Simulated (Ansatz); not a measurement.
CdS: stable or not

The cell was reached from a generator's guess, though it ends in a space group that the Crystallography Open Database lists for this formula.

The calculation used DFT PBE, scalar-relativistic, plane waves, PAW in Ansatz 0.2.0. Settings of the last relaxation (4-atom cell): 420 eV, 8×8×4 k points, Gaussian smearing of 0.02 eV, no spin polarisation.

```
Cd S
1.0
     4.19668    0.00000    0.00000
    -2.09834    3.63443    0.00000
     0.00000    0.00000    6.82790
Cd S
2 2
Cartesian
  0.0000 2.4230 4.6042
  2.0983 1.2115 1.1903
  2.0983 1.2115 5.4466
  0.0000 2.4230 2.0327
```

Formation energies are uncorrected and refer to the elements' standard structures at the same level.

Question: These tests were run: energy against the elements; random kick, then relaxation without symmetry; phonons on a 2×2×1 q mesh. What do they show?

Answer:

| test | result |
| --- | --- |
| energy against the elements | −0.660 eV/atom |
| random kick, then relaxation without symmetry | returns |
| phonons on a 2×2×1 q mesh | no imaginary mode on the mesh |

It fails none of these tests. Other phases of the system weren't compared here, so this isn't yet thermodynamic stability.

The reference form of S is held partly by dispersion forces, which this level lacks. The kick test ran on a coarse mesh. The run for the phonons used an 8×8×4 k mesh.
